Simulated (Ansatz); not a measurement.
The system is Ti.

```xyz
3
Lattice="4.5674 0.0000 0.0000 -2.2837 3.9555 0.0000 0.0000 0.0000 2.8262" Properties=species:S:1:pos:R:3 pbc="T T T"
Ti    2.2837    1.3185    1.4131
Ti    0.0000    2.6370    1.4131
Ti    0.0000    0.0000    0.0000
```

This isn't the form of Ti at room conditions, which is hcp.

```yaml
Program: Ansatz 0.2.0
Task: relaxation of cell and atoms
Functional: PBEsol
Potentials_or_basis: Ansatz PAW
Cutoff: "420 eV (not typed: the program's choice for these potentials)"
k_mesh: 7 × 7 × 9
Occupations: fermi-dirac, width 0.05 eV
Spin: no spin polarisation
```

At the start: volume 17.02 Å³/atom.

Problem. Where does the relaxation end?

Solution. It ends after 5 steps and the volume is 16.47 Å³/atom (-3.2 %); space group P6/mmm (No. 191, to 0.05 Å).

Step by step:
| step | energy change (eV) | largest force (eV/Å) | volume (Å³) |
| --- | --- | --- | --- |
| 1 | 0.0000 | 0.0000 | 51.06 |
| 2 | -0.0032 | 0.0000 | 48.01 |
| 3 | -0.0198 | 0.0000 | 49.47 |
| 4 | -0.0199 | 0.0000 | 49.41 |
| 5 | -0.0198 | 0.0000 | 49.41 |

Final structure:
```
CELL_PARAMETERS angstrom
4.51590 0.00000 0.00000
-2.25795 3.91088 0.00000
0.00000 0.00000 2.79762
ATOMIC_POSITIONS crystal
Ti 0.66667 0.33333 0.50000
Ti 0.33333 0.66667 0.50000
Ti 0.00000 0.00000 0.00000
```

Caveat: the plane-wave basis is chosen anew once the cell has moved, so the energies of steps on either side of that aren't comparable; the PAW data sets come from PBE, with cores solved anew for the run's functional, which leaves a small shift of forces and pressure.
